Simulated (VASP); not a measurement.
# BeTe (F-43m) in VASP: notebook, part 2 of 2

VASP 6.6.1. Earlier steps stand in the parts before.

### Step 4. Relaxation of cell and atoms, RPBE

INCAR

```
PREC = Accurate ; ENCUT = 600
EDIFF = 1E-6 ; ISMEAR = 0
SIGMA = 0.03 ; LREAL = False
LASPH = True ; NELM = 80
ALGO = Normal ; ISIF = 3
LWAVE = False ; LCHARG = False
GGA = RP ; IBRION = 2
NSW = 90 ; EDIFFG = -0.01
```

KPOINTS

```
regular mesh
0
Gamma
  8 8 8
```

POSCAR

```
BeTe
1.0
    0.0000000000      2.7700000000      2.7700000000
    2.7700000000      0.0000000000      2.7700000000
    2.7700000000      2.7700000000      0.0000000000
Be Te
1 1
Direct
    0.0000000000      0.0000000000      0.0000000000
    0.2500000000      0.2500000000      0.2500000000
```

Potentials or basis: VASP PAW PBE potentials, release 64 (Be, Te).

Launch:

```sh
$ cat potpaw_PBE.64/Be/POTCAR potpaw_PBE.64/Te/POTCAR > POTCAR
$ mpirun -np 1 vasp_std > vasp.out
```

OUTCAR:

```text
PREC = Accurate
   ENCUT = 600
   EDIFF = 1E-6
   ISMEAR = 0
   LREAL = False
   LASPH = True
   NELM = 80
   ISIF = 3
   GGA = RP
   IBRION = 2
   NSW = 90
   EDIFFG = -0.01

 ion  position               nearest neighbor table
   1  0.000  0.000  0.000-   2 2.40   2 2.40   2 2.40   2 2.40
   2  0.250  0.250  0.250-   1 2.40   1 2.40   1 2.40   1 2.40

  LATTYP: Found a face centered cubic cell.
 ALAT       =     5.5400000000

  Lattice vectors:

 A1 = (   0.0000000000,   2.7700000000,   2.7700000000)
 A2 = (   2.7700000000,   0.0000000000,   2.7700000000)
 A3 = (   2.7700000000,   2.7700000000,   0.0000000000)

Analysis of symmetry for initial positions (statically):
=====================================================================
 Subroutine PRICEL returns:
 Original cell was already a primitive cell.

 Routine SETGRP: Setting up the symmetry group for a
 face centered cubic supercell.

 Subroutine GETGRP returns: Found 24 space group operations
 (whereof 24 operations were pure point group operations)
 out of a pool of 48 trial point group operations.

The static configuration has the point symmetry T_d .

Analysis of symmetry for dynamics (positions and initial velocities):
=====================================================================
 Subroutine PRICEL returns:
 Original cell was already a primitive cell.

 Routine SETGRP: Setting up the symmetry group for a
 face centered cubic supercell.

 Subroutine GETGRP returns: Found 24 space group operations
 (whereof 24 operations were pure point group operations)
 out of a pool of 48 trial point group operations.

The dynamic configuration has the point symmetry T_d .

 Subroutine INISYM returns: Found 24 space group operations
 (whereof 24 operations are pure point group operations),
 and found     1 'primitive' translations

----------------------------------------------------------------------------------------

                                     Primitive cell

  volume of cell :      42.5079

  direct lattice vectors                    reciprocal lattice vectors
     0.000000000  2.770000000  2.770000000    -0.180505415  0.180505415  0.180505415
     2.770000000  0.000000000  2.770000000     0.180505415 -0.180505415  0.180505415
     2.770000000  2.770000000  0.000000000     0.180505415  0.180505415 -0.180505415

  length of vectors
     3.917371568  3.917371568  3.917371568     0.312644550  0.312644550  0.312644550

  position of ions in fractional coordinates (direct lattice)
     0.000000000  0.000000000  0.000000000
     0.250000000  0.250000000  0.250000000

  ion indices of the primitive-cell ions
   primitive index   ion index
                 1           1
                 2           2

----------------------------------------------------------------------------------------

 KPOINTS: regular mesh

Automatic generation of k-mesh.
 Grid dimensions read from file:
 generate k-points for:    8    8    8

 Generating k-lattice:

[... 47 lines left out ...]
   dimension x,y,z NGXF=    64 NGYF=   64 NGZF=   64
   ions per type =               1   1
   NGX,Y,Z   is equivalent  to a cutoff of  13.58, 13.58, 13.58 a.u.
   NGXF,Y,Z  is equivalent  to a cutoff of  27.16, 27.16, 27.16 a.u.
 SYSTEM =  unknown system
   PREC   = accura    normal or accurate (medium, high low for compatibility)
   ISTART =      0    job   : 0-new  1-cont  2-samecut
   ICHARG =      2    charge: 1-file 2-atom 10-const
   ISPIN  =      1    spin polarized calculation?
   LNONCOLLINEAR =      F non collinear calculations
   LSORBIT =      F    spin-orbit coupling
   LASPH  =      T    aspherical Exc in radial PAW
   ENCUT  =  600.0 eV  44.10 Ry    6.64 a.u.   7.82  7.82  7.82*2*pi/ulx,y,z
   NELM   =     80;   NELMIN=  2; NELMDL= -5     # of ELM steps
   EDIFF  = 0.1E-05   stopping-criterion for ELM
   LREAL  =      F    real-space projection
   EDIFFG = -.1E-01   stopping-criterion for IOM
   NSW    =     90    number of steps for IOM
   IBRION =      2    ionic relax: 0-MD 1-quasi-New 2-CG
   NFREE  =      1    steps in history (QN), initial steepest desc. (CG)
   ISIF   =      3    stress and relaxation
   ISYM   =      2    0-nonsym 1-usesym 2-fastsym
   POTIM  = 0.5000    time-step for ionic-motion
   TEBEG  =    0.0;   TEEND  =   0.0 temperature during run
   PSTRESS=    0.0 pullay stress
   NELECT =       8.0000    total number of electrons
   NUPDOWN=      -1.0000    fix difference up-down
   EMIN   =  10.00;   EMAX   =-10.00  energy-range for DOS
   EFERMI =   0.00;   METHOD = LEGACY
   ISMEAR =     0;   SIGMA  =   0.03  broadening in eV -4-tet -1-fermi 0-gaus
   EFERMI_NEDOS =   21; number of points for ismear=-14 and -15
   IALGO  =     38    algorithm
   IMIX   =      4    mixing-type and parameters
     AMIX     =   0.40;   BMIX     =  1.00
     AMIX_MAG =   1.60;   BMIX_MAG =  1.00
  volume/ion in A,a.u.               =      21.25       143.43
  Fermi-wavevector in a.u.,A,eV,Ry     =   0.938170  1.772885 11.975354  0.880164
  Thomas-Fermi vector in A             =   2.065355
   LORBIT       =      0    0 simple, 1 ext, 2 COOP (PROOUT), +10 PAW based schemes
   GGA     = RP    functional components
   LHFCALC =     F    Hartree Fock is set to
   AEXX    =    0.0000 exact exchange contribution
   IVDW    =     0    specifies the selected vdW correction
   LEPSILON=     F    determine dielectric tensor
   LRPA    =     F    only Hartree local field effects (RPA)
 conjugate gradient relaxation of ions
 non-spin polarized calculation
 Gauss-broadening in eV      SIGMA  =   0.03
  energy-cutoff  :      600.00
  volume of cell :       42.51
 maximum number of plane-waves:      1433
   NGX = 15   NGY = 15   NGZ = 15

--------------------------------------- Ionic step        1  -------------------------------------------

 number of electron       8.0000000 magnetization

 Free energy of the ion-electron system (eV)
  ---------------------------------------------------
  ext. energy  EPLUGINS =         0.00000000
  ---------------------------------------------------
  free energy    TOTEN  =        -6.97043337 eV

  energy without entropy =       -6.97043337  energy(sigma->0) =       -6.97043337

------------------------ aborting loop because EDIFF is reached ----------------------------------------

  FORCE on cell =-STRESS in cart. coord.  units (eV):
  Direction    XX          YY          ZZ          XY          YZ          ZX
  --------------------------------------------------------------------------------------
  -------------------------------------------------------------------------------------
  Total        1.6221503      1.6221503      1.6221503      0.0000000      0.0000000      0.0000000
  in kB       61.1409767     61.1409767     61.1409767      0.0000000      0.0000000      0.0000000
  external PRESSURE =      61.1409767 kB  Pullay stress =       0.0000000 kB
[... 59 lines left out ...]
--------------------------------------- Ionic step        3  -------------------------------------------

 number of electron       8.0000000 magnetization

 Free energy of the ion-electron system (eV)
  ---------------------------------------------------
  ext. energy  EPLUGINS =         0.00000000
  ---------------------------------------------------
  free energy    TOTEN  =        -7.04557989 eV

  energy without entropy =       -7.04557989  energy(sigma->0) =       -7.04557989

 E-fermi :   4.8498     XC(G=0):  -8.7509

 val. band max:        4.6823923848   @ k =   0.0000   0.0000   0.0000
 cond. band min:       6.8655456324   @ k =   0.5000   0.5000   0.0000
 fundamental gap:      2.1831532476
 Fermi energy:         4.8497879567

 k-point     1 :       0.0000    0.0000    0.0000
  band No.  band energies     occupation
      1      -7.2970      2.00000
      2       4.6824      2.00000
      3       4.6824      2.00000
      4       4.6824      2.00000
      5       8.2648      0.00000
      6       8.3538      0.00000
      7       8.3538      0.00000
      8       8.3538      0.00000
[... 243 lines left out ...]
 k-point    24 :      -0.3750    0.2500    0.1250
  band No.  band energies     occupation
      1      -5.8438      2.00000
      2      -0.1636      2.00000
      3       1.9603      2.00000
      4       2.9158      2.00000
      5       8.8838      0.00000
      6       9.1282      0.00000
      7      11.2383      0.00000
      8      12.3441      0.00000

 [... further k-points ...]

------------------------ aborting loop because EDIFF is reached ----------------------------------------

  FORCE on cell =-STRESS in cart. coord.  units (eV):
  Direction    XX          YY          ZZ          XY          YZ          ZX
  --------------------------------------------------------------------------------------
  -------------------------------------------------------------------------------------
  Total        0.0046481      0.0046481      0.0046481      0.0000000      0.0000000      0.0000000
  in kB        0.1592629      0.1592629      0.1592629      0.0000000      0.0000000      0.0000000
  external PRESSURE =       0.1592629 kB  Pullay stress =       0.0000000 kB
[... 17 lines left out ...]
  FREE ENERGIE OF THE ION-ELECTRON SYSTEM (eV)
  ---------------------------------------------------
  free  energy   TOTEN  =        -7.0455798872 eV

  energy  without entropy=       -7.0455798872  energy(sigma->0) =       -7.04557989

 reached required accuracy - stopping structural energy minimisation
```

Run time: 24 s. Hardware: 1 thread of Intel Xeon Platinum 8259CL at 2.50GHz (Skylake/Cascade Lake), shared host; peak memory 0.19 GiB.

Results:

```
Free energy                            : -7.0456 eV
Relaxed volume                         : 23.38 Å³/atom
Relaxed cell                           : a = 4.044 Å, b = 4.044 Å, c = 4.044 Å, α = 60.00°, β = 60.00°, γ = 60.00°
Space group after relaxing (to 0.05 Å) : F-43m (No. 216)
Energy gained by relaxing              : 37.6 meV/atom
Ionic steps                            : 3
Pressure after relaxing                : 0.0 GPa
Band gap on the k mesh                 : 2.18 eV, indirect (least direct gap 3.58 eV)
```

The path:
```tsv
step	energy change (eV)	largest force (eV/Å)	pressure (GPa)	volume (Å³)
1	0.0000	0.0000	6.11	42.51
2	-0.0723	0.0000	-0.98	47.70
3	-0.0751	0.0000	0.02	46.76
```

Final structure:
```cif
data_structure
_symmetry_space_group_name_H-M 'P 1'
_symmetry_Int_Tables_number 1
_cell_length_a 4.0438
_cell_length_b 4.0438
_cell_length_c 4.0438
_cell_angle_alpha 60.000
_cell_angle_beta 60.000
_cell_angle_gamma 60.000
_cell_volume 46.76
loop_
_atom_site_label
_atom_site_type_symbol
_atom_site_fract_x
_atom_site_fract_y
_atom_site_fract_z
_atom_site_occupancy
Be1 Be 0.00000 0.00000 0.00000 1
Te1 Te 0.25000 0.25000 0.25000 1
```

Caveat: the PAW data sets were made with another functional, which shifts forces and pressure a little; spin-orbit coupling is left out, which moves the levels of the heavy elements; the volume moved by +10 % from the deposited cell, more than functionals usually miss.

### Step 5. Relaxation of cell and atoms, RPBE

This run uses another cell than the first one, of 23.38 Å³/atom, 1.100 times its volume.

INCAR

```
PREC = Accurate ; ENCUT = 600
EDIFF = 1E-7 ; ISMEAR = 0
SIGMA = 0.03 ; LREAL = False
LASPH = True ; NELM = 80
ALGO = Normal ; ISIF = 3
LWAVE = False ; LCHARG = False
GGA = RP ; IBRION = 2
NSW = 90 ; EDIFFG = -0.005
```

KPOINTS is that of step 4.

POSCAR

```
BeTe                                    
1.0
    0.0000000000      2.8594309946      2.8594309946
    2.8594309946      0.0000000000      2.8594309946
    2.8594309946      2.8594309946     -0.0000000000
  Be              Te            
     1     1
Direct
     0.0000000000000000    0.0000000000000000    0.0000000000000000
     0.2500000000000000    0.2500000000000000    0.2500000000000000
```

Launch:

```sh
$ cat potpaw_PBE.64/Be/POTCAR potpaw_PBE.64/Te/POTCAR > POTCAR
$ mpirun -np 1 vasp_std > vasp.out
```

Run time: 11 s. Hardware: 1 thread of Intel Xeon Platinum 8259CL at 2.50GHz (Skylake/Cascade Lake), shared host; peak memory 0.18 GiB.

Results (log left out):

| Item | Value |
| --- | --- |
| Free energy | -7.0457 eV |
| Pressure after relaxing | 0.0 GPa |
| Band gap on the k mesh | 2.18 eV, indirect (least direct gap 3.58 eV) |

Final structure:
```
Be Te
1.0
     0.00000    2.85943    2.85943
     2.85943    0.00000    2.85943
     2.85943    2.85943    0.00000
Be Te
1 1
Direct
  0.00000 0.00000 0.00000
  0.25000 0.25000 0.25000
```

Levels at points of the mesh, in eV from the valence-band top:
| k point | band 1 | band 2 | band 3 | band 4 | band 5 | band 6 | band 7 | band 8 |
| --- | --- | --- | --- | --- | --- | --- | --- | --- |
| (0.00, 0.00, 0.00) | -11.98 | 0.00 | 0.00 | 0.00 | 3.58 | 3.67 | 3.67 | 3.67 |
| (0.50, 0.00, 0.00) | -10.75 | -5.23 | -1.06 | -1.06 | 3.00 | 4.64 | 4.64 | 7.98 |
| (0.50, 0.50, 0.00) | -10.30 | -4.87 | -2.47 | -2.47 | 2.18 | 2.77 | 9.47 | 9.47 |

Caveat: the relaxation stopped at its first step, so nothing moved; the PAW data sets were made with another functional, which shifts forces and pressure a little; spin-orbit coupling is left out, which moves the levels of the heavy elements.

### Step 6. Relaxation of cell and atoms, r2SCAN

INCAR

```
PREC = Accurate
ENCUT = 600
EDIFF = 1E-6
ISMEAR = 0
SIGMA = 0.03
LREAL = F
LASPH = T
NELM = 80
ALGO = Normal
ISIF = 3
LWAVE = F
LCHARG = F
METAGGA = R2SCAN
LMIXTAU = T
IBRION = 2
NSW = 90
EDIFFG = -0.01
```

KPOINTS

```
Automatic mesh
0
Gamma
  8 8 8
```

POSCAR

```
BeTe
1.0
    0.0000000000      2.7700000000      2.7700000000
    2.7700000000      0.0000000000      2.7700000000
    2.7700000000      2.7700000000      0.0000000000
Be Te
1 1
Direct
    0.0000000000      0.0000000000      0.0000000000
    0.2500000000      0.2500000000      0.2500000000
```

Potentials or basis: VASP PAW PBE potentials, release 64 (Be, Te).

Launch:

```sh
$ cat potpaw_PBE.64/Be/POTCAR potpaw_PBE.64/Te/POTCAR > POTCAR
$ mpirun -np 1 vasp_std > vasp.out
```

It took 69 s on 1 thread of Intel Xeon Platinum 8488C (Sapphire Rapids), shared host; peak memory 0.19 GiB.

The run converged. Its results:

```
Free energy                            : -30.6853 eV
Relaxed volume                         : 22.69 Å³/atom
Relaxed cell                           : a = 4.004 Å, b = 4.004 Å, c = 4.004 Å, α = 60.00°, β = 60.00°, γ = 60.00°
Space group after relaxing (to 0.05 Å) : F-43m (No. 216)
Energy gained by relaxing              : 19.0 meV/atom
Ionic steps                            : 3
Pressure after relaxing                : 0.0 GPa
Band gap on the k mesh                 : 2.37 eV, indirect (least direct gap 4.03 eV)
```

The path:
| step | energy change (eV) | largest force (eV/Å) | pressure (GPa) | volume (Å³) |
| --- | --- | --- | --- | --- |
| 1 | 0.0000 | 0.0000 | 4.45 | 42.51 |
| 2 | -0.0351 | 0.0000 | -1.08 | 46.25 |
| 3 | -0.0380 | 0.0000 | 0.02 | 45.38 |

Final structure:
```
Be Te
1.0
     0.00000    2.83108    2.83108
     2.83108    0.00000    2.83108
     2.83108    2.83108    0.00000
Be Te
1 1
Direct
  0.00000 0.00000 0.00000
  0.25000 0.25000 0.25000
```

Levels at points of the mesh, in eV from the valence-band top:
```tsv
k point	band 2	band 3	band 4	band 5	band 6	band 7
(0.00, 0.00, 0.00)	0.00	0.00	0.00	4.03	4.03	4.03
(0.50, 0.00, 0.00)	-5.66	-1.14	-1.14	3.51	5.02	5.02
(0.50, 0.50, 0.00)	-5.25	-2.68	-2.68	2.37	3.01	10.47
```

Caveat: the PAW data sets were made with another functional, which shifts forces and pressure a little; spin-orbit coupling is left out, which moves the levels of the heavy elements. Zero-point motion and thermal expansion aren't in these numbers.

### Step 7. The runs side by side

```tsv
task	level	cell	gap on the mesh (eV)	pressure (GPa)
relaxation of the atoms	PBE	atoms relaxed from: a relaxed cell with its volume scaled by 1.04	2.11	-2.0
relaxation of the atoms	PBE	atoms relaxed from: a relaxed cell with its volume scaled by 1.06	2.15	-2.9
relaxation of cell and atoms	RPBE	relaxed	2.18	0.0
relaxation of cell and atoms	r2SCAN	relaxed	2.37	0.0
```

Alike in all rows: potentials or basis VASP PAW PBE potentials, release 64 (Be, Te); no spin polarisation; k mesh 8 × 8 × 8; cutoff (eV) 600; smearing gaussian 0.03 eV.

Caveats: spin-orbit coupling is left out, which moves the levels of the heavy elements; the relaxation stopped at its first step, so nothing moved (some runs); the PAW data sets were made with another functional, which shifts forces and pressure a little (some runs).

Absolute energies hang on the potentials; compare differences alone.
